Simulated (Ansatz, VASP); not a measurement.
# WS2 (Tungstenite) in two plane-wave programs, part 2 of 2

Aim: how closely do two programs agree when they are given the same cell, functional and k mesh? The cell is taken from a series of VASP runs on this material, whose earlier steps may have relaxed, scaled or displaced it; both programs get it as it stands.

VASP 6.6.1 and Ansatz 0.2.0.

So far: The starting structure; VASP: relaxation of cell and atoms, r2SCAN with rVV10.

## 3. Ansatz: relaxation of cell and atoms, r2SCAN with rVV10

Level of this step: Ansatz beside VASP: Kohn-Sham DFT, plane waves, r2SCAN with rVV10 (Ansatz).

Ansatz runs on its default PAW (the set named soft_2) files.

The same cell, functional, mesh and smearing now go to Ansatz, which takes its cutoff from its data sets.

input.yaml

```yaml
crystal:
  lattice:
    - [3.1844218325, 0.0, 0.0]
    - [-1.5922109162, 2.7577902033, 0.0]
    - [0.0, 0.0, 12.4450178364]
  atoms:
    - { symbol: W, position: [0.6666666667, 0.3333333333, 0.75] }
    - { symbol: W, position: [0.3333333333, 0.6666666667, 0.25] }
    - { symbol: S, position: [0.6666666667, 0.3333333333, 0.3775] }
    - { symbol: S, position: [0.3333333333, 0.6666666667, 0.8775] }
    - { symbol: S, position: [0.6666666667, 0.3333333333, 0.1225] }
    - { symbol: S, position: [0.3333333333, 0.6666666667, 0.6225] }
hamiltonian:
  xc: r2scan
  pseudopotentials: { kind: paw }
  dispersion: rvv10
kpoints:
  mp_grid: { grid: [9, 9, 2] }
scf:
  occupations: { method: gaussian, width: 0.03 }
relax:
  f_tol: 0.01
  max_steps: 60
  cell: { stress_tol: 0.05 }
output:
  forces: true
  stress: true
```

The run is started by

```sh
ansatz run input.yaml --threads 4 --pin off --max-ram 9216MiB --backend cpu --events-out ev --progress --plain --runs-dir out
```

Numbers of over 12 decimals in the logs are rounded to 6 here.

The program printed:

```text
Engine: ansatz 0.2.0, x86_64-unknown-linux-gnu
Pseudopotentials: kind: paw
Pseudopotential: W, paw, valence charge 14, recommended cutoff 500 eV (meta_gga), W.paw.azcp
Pseudopotential: S, paw, valence charge 6, recommended cutoff 500 eV (meta_gga), S.paw.azcp
Functional definition: r2SCAN+rVV10
  parameter k0 = 0.174
  parameter k1 = 0.065
  parameter a1 = 4.9479
  exchange = r2scan_x(k0 = k0, k1 = k1, a1 = a1)
  correlation = r2scan_c + rvv10(11.95, 0.0093)
Crystal: 6 atoms, lattice volume = 109.292 Å³
Basis set: ecut = 500 eV, 2775 PW (Γ), exchange–correlation on 108×108×432 points (64 copies of the dense FFT grid, shifted against one another)
Bands: 32, of which v1, the nominal top of the filled ones, is band 26 counted from 1 (25 counted from 0)
Symmetry: 24 space group operations
Space group: P63/mmc (ITA 194), of the structure as read, at distance tolerance 4.8e-5 Å
k-points: 24 of 162
Non-local potential: W, projectors of the file, l = 0: 3, l = 1: 2, l = 2: 2, l = 3: 1
Non-local potential: S, projectors of the file, l = 0: 2, l = 1: 2, l = 2: 2
PAW form: soft (Blöchl's): semilocal exchange-correlation on the pseudo side does not see the compensation charge
rVV10 density: all electrons in the spheres
PAW frozen core: W, regenerated for the run's functional (the file was generated under x = pbe(κ = 0.804, μ = 0.219515), c = pbe(β = 0.066725))
PAW frozen core: S, regenerated for the run's functional (the file was generated under x = pbe(κ = 0.804, μ = 0.219515), c = pbe(β = 0.066725))
PAW one-centre angular grid: W, 590 points (default); XC on 160 Gauss nodes
PAW one-centre angular grid: S, 302 points (default); XC on 160 Gauss nodes
Initial density: superposition of atomic densities (neutral atoms: chi_scale 0, normalization atom), corrected by the library's trained network
Initial wavefunctions: pseudopotential atomic-orbital guess
Functional: x = r2scan, c = r2scan + rvv10(b = 11.95, C = 0.0093); τ floored in thin density (d = 2e-4 eV/Å³)
SCF iter   1: F=—  HF=-24415.319279 eV  |F-HF|=—  |Δ(HF+E_count)|=         —  Δρ=7.75e-3  dr2=4.09e-2  dr2_τ=1.47e-1  ethr=1.77e-3  ⟨swp⟩=6.5  Hψ=3623  notcnv=0
preconditioner: auto → Resta (q_TF=auto, 2.411 Å⁻¹)  ε∞=7.0  [insulator: Δε(μ)=1.179 eV  Ē_g=8.711 eV  σ=0.030 eV  W_gap=1.00  n_scr=26 (ndim 8)  ℏωp=21.3 eV  f_vac=0.018  D(μ)=0.00/eV (n_scr^D=0)  ε∞_Penn≈7.0]
SCF iter   2: F=—  HF=-24415.449999 eV  |F-HF|=—  |Δ(HF+E_count)|=   1.31e-1  Δρ=4.59e-3  dr2=1.74e-2  dr2_τ=1.69e-3  ethr=7.86e-5  ⟨swp⟩=2.6  Hψ=1528  notcnv=0  defer=35
SCF iter   3: F=—  HF=-24415.453855 eV  |F-HF|=—  |Δ(HF+E_count)|=   3.86e-3  Δρ=2.46e-3  dr2=3.59e-3  dr2_τ=4.04e-4  ethr=3.35e-5  ⟨swp⟩=2.1  Hψ=1056  notcnv=0  defer=35
SCF iter   4: F=—  HF=-24415.456384 eV  |F-HF|=—  |Δ(HF+E_count)|=   2.53e-3  Δρ=2.30e-4  dr2=8.85e-5  dr2_τ=9.59e-6  ethr=6.91e-6  ⟨swp⟩=2.0  Hψ=1248  notcnv=0  defer=35
SCF iter   5: F=—  HF=-24415.456403 eV  |F-HF|=—  |Δ(HF+E_count)|=   1.96e-5  Δρ=8.68e-5  dr2=1.28e-5  dr2_τ=5.01e-7  ethr=1.70e-7  ⟨swp⟩=2.5  Hψ=1233  notcnv=0  defer=35
SCF iter   6: F=—  HF=-24415.456406 eV  |F-HF|=—  |Δ(HF+E_count)|=   2.94e-6  Δρ=1.34e-5  dr2=2.56e-7  dr2_τ=3.67e-8  ethr=2.46e-8  ⟨swp⟩=2.0  Hψ=1127  notcnv=0  defer=35
SCF iter   7: F=-24415.456406 eV  HF=-24415.456406 eV  |F-HF|=3.50e-9  |Δ(HF+E_count)|=   1.28e-7  Δρ=2.56e-6  dr2=6.64e-9  dr2_τ=4.20e-10  ethr=1.92e-10  ⟨swp⟩=5.0  Hψ=2889  notcnv=0
SCF 1 converged in 7 iterations: F = -24415.456406 eV  dr2 = 6.64e-9
  greatest PAW one-centre occupation: 0.999 electrons in one spin orbital (limit 2), on the W atom at site 1 (counted from 0), in its partial waves of l = 0
relax step   1: F+E_penalty+E_count = -24415.45640640 eV  Δ(F+E_penalty+E_count) = +0.000e0 eV  max|allowed force component| = 6.016e-1 eV/Å  Δτ_max = 0.0000 Å  P = -3.814 GPa  Ω = 109.292 Å³  (7 SCF iters, dr2 threshold 1.00e-7 eV, accepted)
[...]
relax step   2: F+E_penalty+E_count = -24415.47388321 eV  Δ(F+E_penalty+E_count) = -1.748e-2 eV  max|allowed force component| = 4.658e-1 eV/Å  Δτ_max = 0.0670 Å  P = +1.678 GPa  Ω = 110.183 Å³  energy of the carried Pulay correction = -2.436e-4 eV  (6 SCF iters, dr2 threshold 6.00e-7 eV, accepted)
[...]
relax step   3: F+E_penalty+E_count = -24415.49535991 eV  Δ(F+E_penalty+E_count) = -2.148e-2 eV  max|allowed force component| = 2.875e-2 eV/Å  Δτ_max = 0.0446 Å  P = +0.398 GPa  Ω = 107.954 Å³  energy of the carried Pulay correction = +3.696e-4 eV  (6 SCF iters, dr2 threshold 6.00e-7 eV, accepted)
[...]
relax step   4: F+E_penalty+E_count = -24415.49636673 eV  Δ(F+E_penalty+E_count) = -1.007e-3 eV  max|allowed force component| = 9.361e-3 eV/Å  Δτ_max = 0.0084 Å  P = -0.118 GPa  Ω = 108.852 Å³  energy of the carried Pulay correction = +1.210e-4 eV  (5 SCF iters, dr2 threshold 6.00e-7 eV, accepted)
[...]
relax step   5: F+E_penalty+E_count = -24415.49643846 eV  Δ(F+E_penalty+E_count) = -7.172e-5 eV  max|allowed force component| = 1.146e-3 eV/Å  Δτ_max = 0.0009 Å  P = +0.003 GPa  Ω = 108.713 Å³  energy of the carried Pulay correction = +1.594e-4 eV  (5 SCF iters, dr2 threshold 3.80e-8 eV, accepted)
[...]
relax step   6: F+E_penalty+E_count = -24415.49624734 eV  Δ(F+E_penalty+E_count) = +1.911e-4 eV  max|allowed force component| = 1.180e-3 eV/Å  Δτ_max = 0.0000 Å  P = +0.002 GPa  Ω = 108.713 Å³  stress off target by 1.24e-2 GPa  SCF on the basis re-selected at this cell (its energy is not comparable with the rows above)  (6 SCF iters)
basis re-selected at this cell: Δ(F+E_penalty+E_count) = +1.911e-4 eV, ΔP = -0.001 GPa vs the last step (what re-selecting the basis moved, of the pressure what is left beyond the Pulay correction that the steps carried, after the strain that the cell walked since its last selection, with what the two solves' SCF thresholds leave and, on support functions, any second-order correction that the steps lacked; it is no m [...]
SCF converged after 6 iterations
Free energy (F): -24415.496247 eV
Harris-Foulkes:  -24415.496247 eV  (|F-HF|=3.64e-12)
Internal energy: -24415.496247 eV  (E = F + TS)
E sigma→0 (E₀):  -24415.496247 eV
Fermi energy:    11.845216 eV
--- Per-component energies (eV) ---
  E_band       = -432.487502
  E_kinetic    = 1333.171182
  E_local      = -3632.555878  (includes V_loc(G=0)·N_el)
  E_nonlocal   = 115.373755
  E_hartree    = 1446.897317
  E_xc         = -858.989013
  E_vxc        = -899.632639  (∫ρ·V_xc dr)
  E_paw        = -19624.325044  (= ΣΔE_a)
  E_vpaw       = -287.114143  (= ΣTr[D̂ρ^β])
  E_aug_tail   = -0.000058  (compensation charges beyond the density's cutoff)
  E_vtau       = 44.475674  (kinetic-family band-sum trace: ∫τ·v_τ [+ j·A + Jᵃ·Aᵃ] dr)
  E_ewald      = -3193.453542
  E_core_change = -1.614965  (= ΣΔE_core)
  E_smearing   = -0.000000  (= −TS)
  E_closure    = 0.000000  (closes the sum)
  Σ components = -24415.496247   (vs F -24415.496247, Δ=0.00e0)
--- Forces (eV/Å), atoms counted from 1 ---
  atom   1  W      0.00000000     0.00000000    -0.00000000
  atom   2  W     -0.00000000    -0.00000000     0.00000000
  atom   3  S      0.00000000     0.00000000     0.00118038
  atom   4  S     -0.00000000    -0.00000000     0.00118038
  atom   5  S      0.00000000     0.00000000    -0.00118038
  atom   6  S     -0.00000000    -0.00000000    -0.00118038
  max |Σ_I F_I| component: 4.63e-18 eV/Å
--- Stress (GPa, compression-positive) ---
       -0.003314       0.000000       0.000000
        0.000000      -0.003314      -0.000000
        0.000000      -0.000000       0.012433
  P = ⅓ Tr σ = 0.0019 GPa (0.019 kbar)
--- Relaxed structure (5 steps of the walk, 5 accepted, 1 SCFs on fresh bases) ---
  F+E_penalty+E_count = -24415.49624734 eV   max|allowed force component| = 1.180e-3 eV/Å   (the final SCF, on the basis selected at the relaxed cell)
  cell:  # Å, volume = 108.7128 Å³
    - [3.170000, -2.873677433377399e-11, 0.0]
    - [-1.585000, 2.745301, 0.0]
    - [0.0, 0.0, 12.491989]
  atoms:
    - { symbol: W, position: [0.666667, 0.333333, 0.750000] }
    - { symbol: W, position: [0.333333, 0.666667, 0.250000] }
    - { symbol: S, position: [0.666667, 0.333333, 0.375096] }
    - { symbol: S, position: [0.333333, 0.666667, 0.875096] }
    - { symbol: S, position: [0.666667, 0.333333, 0.124904] }
    - { symbol: S, position: [0.333333, 0.666667, 0.624904] }
```

Elapsed: 15 s, on 4 threads of Intel Xeon 6975P-C (Granite Rapids), shared host; peak memory 0.89 GiB; 53 s of CPU time.

## 4. Comparison

Known differences besides the potentials themselves: VASP keeps PBE cores, Ansatz makes them for the functional; both relaxations stop at a tolerance, which leaves soft axes loose, and VASP keeps its plane-wave basis; the data sets hold 52 valence electrons in Ansatz (default PAW (the set named soft_2) files) and 36 in VASP; the cutoff is 500 eV in Ansatz and 450 eV in VASP; Ansatz adds a Pulay correction to the stress that steers its cell, VASP none. Total energies have different zeros and are not compared.

Compared:

| quantity | Ansatz | VASP | difference |
| --- | --- | --- | --- |
| volume (Å³) | 108.71 | 108.28 | +0.40 % |
| edge a after relaxation, in the typed setting (Å) | 3.170 | 3.166 | +0.11 % |
| edge c after relaxation, in the typed setting (Å) | 12.492 | 12.470 | +0.18 % |

The walks stopped with 0.00 GPa left in Ansatz and 0.05 GPa in VASP; each walk ends within a tolerance, so the volume difference is uncertain by about these residues over the bulk modulus, most in soft cells.

## 5. Results

* difference in volume (relaxation of cell and atoms, r2SCAN with rVV10): 0.40 %

In words: The difference in volume is 0.40 % (relaxation of cell and atoms, r2SCAN with rVV10), within the 1.2 % picked in this series as the mark of a large difference, as far as the stopping tolerances let one tell. How closely two codes agree says nothing of how well the functional describes the real material.

[Lines on the potential files, build, host, timing and source positions are cut from VASP's logs without a mark.]

[Logs are printed without paths, hosts, clocks, repeated set-up lines and the standing remarks that a program may print on its own settings, such as how far it seeks lower states.]

[Hosts, paths, dates, database ids (printed as entryN), source tags and the programs' standing remarks are cut or masked in the printed files.]
